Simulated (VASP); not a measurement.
Si: equation of state with PBE

Crystal: Si.

```
Si
1.0
    -3.32544    3.32544    1.92239
     3.32544   -3.32544    1.92239
     3.32544    3.32544   -1.92239
Si
4
Direct
  0.82120 0.17880 0.00000
  0.17880 0.82120 0.00000
  0.82120 0.82120 0.64240
  0.17880 0.17880 0.35760
```

This isn't the form of Si at room conditions, which is diamond.

| Property | Result |
| --- | --- |
| Program | VASP 6.6.1 |
| Task | equation of state |
| Functional | PBE |
| Potentials or basis | VASP PAW PBE potentials, release 64 (Si) |
| Cutoff | 520 eV |
| k mesh | 8 × 8 × 8 |
| Occupations | fermi-dirac, width 0.05 eV |
| Spin | no spin polarisation |

* Equilibrium volume: 21.59 Å³/atom
* Bulk modulus at fixed shape and positions: 82 GPa
* Pressure derivative of the bulk modulus: 4.3

Energy against volume, from the lowest point:
```
volume (Å³/atom)  energy (meV/atom)
          19.983              34.86
          20.409              18.11
          20.834               7.08
          21.259               1.21
          21.684               0.00
          22.109               2.98
          22.534               9.74
```

All runs of the series together: 4.4 min on 1 thread of Intel(R) Xeon(R) 6975P-C (Granite Rapids), on a shared host.

Caveat: the cell was scaled at fixed shape and fractional positions, which overstates the stiffness of a crystal with free parameters, most of all of layers and chains.
